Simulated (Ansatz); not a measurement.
A 6-atom cell of SiO2 started from a crystallographic database, relaxed with r2SCAN+rVV10 in the plane-wave code Ansatz: the symmetry is I4/mcm (No. 140, tetragonal); conventional cell a = 5.615 Å, c = 4.690 Å, 12.32 Å³ an atom. Si has 4 O at 1.66 Å and 2 Si at 2.35 Å; O has 2 Si at 1.66 Å. The primitive cell holds 6 atoms in 73.93 Å³. No spin polarisation and no zero-point or thermal motion.

Computed values: PBE gives a gap of 4.99 eV and PBE0 (25 % exact exchange) 7.59 eV; one over PBE's mean ε∞ is 0.384. HSE06 (4×4×4) gives a least gap of 6.83 eV and a least direct gap of 7.39 eV.

What is the density?
The cell holds 2 Si, 4 O: M = 2×28.085 + 4×15.999 = 120.17 u in V = 73.93 Å³. ρ = 1.66054 × M/V = 1.66054 × 120.17/73.93 = 2.699 g/cm³, for the static r2SCAN+rVV10 lattice.

Taking the gap as linear in the share of unscreened exchange, estimate the gap of the hybrid whose share is 1/ε∞.
The slope is (7.59 − 4.99)/0.25 = 10.40 eV per unit share, so E_g ≈ 4.99 + 10.40 × 0.384 = 8.98 eV. The run with that share gives 9.03 eV (4×4×4 mesh), +0.05 eV from the straight line.

At what wavelength does absorption set in by HSE06, excitons left aside?
λ = 1239.84 eV nm/E: 182 nm for the least gap, where it needs phonons and is weak, and 168 nm for direct transitions. That lies in the ultraviolet, so by this gap the crystal is transparent to visible light.

The meshes of the hybrids are coarse, so their gaps aren't converged to the digits shown.
